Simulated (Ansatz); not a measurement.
TiC:

```
Ti C
1.0
     0.00000    2.16572    2.16572
     2.16572    0.00000    2.16572
     2.16572    2.16572    0.00000
Ti C
1 1
Direct
  0.00000 0.00000 0.00000
  0.50000 0.50000 0.50000
```

The cell is a database's computed one.

```yaml
Program: Ansatz 0.2.0
Task: relaxation of cell and atoms
Functional: revPBE
Dispersion: D3(BJ)
Potentials_or_basis: all-electron LAPW, scalar-relativistic
Basis_error_allowed: 0.001 eV/atom
k_mesh: 11 × 11 × 11
Occupations: fermi-dirac, width 0.05 eV
Spin: no spin polarisation
```

At the start: volume 10.16 Å³/atom.

Q: How do energy, volume and symmetry change on relaxing?

A: Over 5 steps the energy falls by 14.6 meV/atom and the volume is 9.73 Å³/atom (-4.2 %); space group Fm-3m (No. 225, to 0.05 Å).

Step by step:
| step | energy change (eV) | largest force (eV/Å) | volume (Å³) |
| --- | --- | --- | --- |
| 1 | 0.0000 | 0.0000 | 20.32 |
| 2 | -0.0287 | 0.0000 | 19.57 |
| 3 | -0.0291 | 0.0000 | 19.46 |
| 4 | -0.0291 | 0.0000 | 19.47 |
| 5 | -0.0291 | 0.0000 | 19.47 |

Final structure:
```xyz
2
Lattice="0.0000 2.1351 2.1351 2.1351 0.0000 2.1351 2.1351 2.1351 0.0000" Properties=species:S:1:pos:R:3 pbc="T T T"
Ti    0.0000    0.0000    0.0000
C     2.1351    2.1351    2.1351
```
